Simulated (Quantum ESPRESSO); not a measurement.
BeS:

```
CELL_PARAMETERS angstrom
0.00000 2.42500 2.42500
2.42500 0.00000 2.42500
2.42500 2.42500 0.00000
ATOMIC_POSITIONS crystal
S 0.75000 0.75000 0.75000
Be 0.00000 0.00000 0.00000
```

```yaml
Program: Quantum ESPRESSO 7.5
Task: single point
Functional: PBE
Potentials_or_basis: SSSP 1.3 efficiency PBE
Cutoff: 748 eV
Density_cutoff: 5987 eV
k_mesh: 9 × 9 × 9
Occupations: fermi-dirac, width 0.05 eV
Spin: no spin polarisation
```

On this cell: pressure 1.6 GPa; largest force zero by symmetry; band gap on the k mesh 3.21 eV, indirect (least direct gap 5.66 eV).

The same run follows on a disturbed copy (atoms moved at random, drawn with an rms of 0.05 Å):

```xyz
2
Lattice="0.0000 2.4250 2.4250 2.4250 0.0000 2.4250 2.4250 2.4250 0.0000" Properties=species:S:1:pos:R:3 pbc="T T T"
S     3.6188    3.6069    3.6718
Be   -0.0189   -0.0020   -0.0290
```

Problem. What changes?

Solution. The energy moves by +10.2 meV/atom; pressure 1.9 GPa; largest force 0.591 eV/Å; band gap on the k mesh 2.97 eV, indirect (least direct gap 5.36 eV).

Forces on the atoms (eV/Å):
```
S    0.054  0.244 -0.536
Be  -0.054 -0.244  0.536
```

Stress tensor (GPa, compression positive):
```
 1.96  1.63 -0.74
 1.63  1.92 -0.20
-0.74 -0.20  1.79
```

Caveats: an odd mesh through Γ misses points on the zone boundary, where band edges often lie.
